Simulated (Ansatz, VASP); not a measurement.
One calculation of MgTe, two programs

```
CELL_PARAMETERS angstrom
4.60717 0.00000 0.00000
-2.30358 3.98992 0.00000
0.00000 0.00000 7.50551
ATOMIC_POSITIONS crystal
Mg 0.33333 0.66667 0.00442
Mg 0.66667 0.33333 0.50442
Te 0.33333 0.66667 0.38058
Te 0.66667 0.33333 0.88058
```

Alike in both runs: task relaxation of cell and atoms; functional PBE; k mesh 9 × 9 × 4; occupations gaussian, width 0.02 eV; no spin polarisation.

```csv
,VASP,Ansatz
version,VASP 6.6.1,Ansatz 0.2.0
potentials or method,"VASP PAW PBE potentials, release 64 (Mg, Te)","scalar-relativistic, plane waves, PAW"
plane-wave cutoff (eV),600,420
valence electrons in the cell,16,52
```

Ansatz gave:

| Property | Result |
| --- | --- |
| gap on the k mesh at the Fermi level, each at its own relaxed structure (eV) | 2.37 |
| relaxed volume (Å³/atom) | 34.49 |
| relaxed cell length with the largest relative difference (Å) | 7.506 |

Problem. Which values does VASP return?

Solution. gap on the k mesh at the Fermi level, each at its own relaxed structure (eV): 2.37; relaxed volume (Å³/atom): 34.46; relaxed cell length with the largest relative difference (Å): 7.503.

The two sets of potentials don't hold the same shells in valence.

Caveats: spin-orbit coupling is left out, which moves the levels of the heavy elements. A hybrid or GW would open this gap; PBE tends to underestimate it.
